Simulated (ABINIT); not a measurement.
An input for ABINIT 10.8.3 (F (C2/m)):

```
acell 3*1.0 Angstrom
rprim 
  2.650494272500 -1.517320773400 0.000000000000
  2.650494272500 1.517320773400 -0.000000000000
  -2.103423892600 -0.000000000000 6.726107507300
ntypat 1
znucl 9
natom 4
typat 1 1 1 1
xred 
  0.504495130000 0.504495130000 0.400850110000
  0.085358160000 0.085358160000 0.098603260000
  0.495504870000 0.495504870000 0.599149890000
  0.914641840000 0.914641840000 0.901396740000
pp_dirpath "pseudos"
pseudos "F.upf"
ecut 36
ngkpt 4 4 2
nshiftk 1
shiftk 0 0 0
kptopt 1
chksymbreak 0
istwfk *1
occopt 1
irdwfk 1
optdriver 4
nband 49
gwcalctyp 10
ecutsigx 36
symsigma 1
nkptgw 14
kptgw 
  0.0000000000 0.0000000000 0.0000000000
  0.2500000000 0.0000000000 0.0000000000
  0.5000000000 0.0000000000 0.0000000000
  0.2500000000 0.2500000000 0.0000000000
  0.5000000000 0.2500000000 0.0000000000
  -0.2500000000 0.2500000000 0.0000000000
  0.5000000000 0.5000000000 0.0000000000
  0.0000000000 0.0000000000 0.5000000000
  0.2500000000 0.0000000000 0.5000000000
  0.5000000000 0.0000000000 0.5000000000
  0.2500000000 0.2500000000 0.5000000000
  0.5000000000 0.2500000000 0.5000000000
  -0.2500000000 0.2500000000 0.5000000000
  0.5000000000 0.5000000000 0.5000000000
bdgw 
  5 18
  5 18
  5 18
  5 18
  5 18
  5 18
  5 18
  5 18
  5 18
  5 18
  5 18
  5 18
  5 18
  5 18
ecuteps 3.9
irdscr 1
ppmodel 1
irdqps 1
indata_prefix "in"
outdata_prefix "out"
tmpdata_prefix "tmp"
```

```sh
OMP_NUM_THREADS=1 mpirun -n 8 abinit run.abi > log
```

**Question.** How long will it take on 8 MPI ranks of Arm Neoverse V1, shared host, and how much memory?

It took 46 s; on shared hardware allow 23 s to 93 s. Peak host memory was 2.9 GiB.

[Paths, hosts, dates, memory and timing lines, banners, echoed tables and standing remarks are left out of the program output.]

[Logs are printed without paths, hosts, clocks, repeated set-up lines and the standing remarks that a program may print on its own settings, such as how far it seeks lower states.]

[Runs of the session that timed out or met a known fault of the program may be left out.]

[Hosts, paths, dates, database ids (printed as entryN), source tags and the programs' standing remarks are cut or masked in the printed files.]

[G0W0 gaps are taken among the corrected bands and points alone; a level outside them can change the order at an edge.]

[Where Ansatz stands beside ABINIT at settings called matched, ABINIT's density can come from a denser mesh and the files from another edition; pairs whose starting gaps differed by over 0.03 eV were left out, so agreement reads better than it is.]
